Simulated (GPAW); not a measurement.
The system is CuI (Marshite).

```
CELL_PARAMETERS angstrom
0.00000 3.03150 3.03150
3.03150 0.00000 3.03150
3.03150 3.03150 0.00000
ATOMIC_POSITIONS crystal
I 0.00000 0.00000 0.00000
Cu 0.75000 0.75000 0.75000
```

Base run:

* Program: GPAW 26.7.0
* Functional: PBEsol
* Potentials or basis: PAW data sets generated in the run's folder for this functional
* Cutoff: 600 eV
* Basis: pw
* k mesh: 8 × 8 × 8
* Occupations: fermi-dirac, width 0.05 eV
* Spin: no spin polarisation

Its results: band gap on the k mesh 1.03 eV, direct; pressure -1.9 GPa.

**Question.** The run is repeated on the same cell with these changes: spin from no spin polarisation to spin-orbit coupling, no magnetisation. What comes out?

**Answer.** Band gap on the k mesh 0.83 eV, direct; pressure -1.9 GPa.

Spin-orbit coupling splits the band edges, which narrows the gap.

Caveats: with this Cu data set, volumes or pressures lay over 1.5 % or 2 GPa off other programs in two to four cells of ten; spin-orbit coupling is left out, which moves the levels of the heavy elements (some runs); spin-orbit coupling was added after a scalar SCF, so levels and gaps hold it while energy, forces, pressure and moments don't (some runs); this program's spin-orbit splittings come out too wide for heavy elements (some runs).
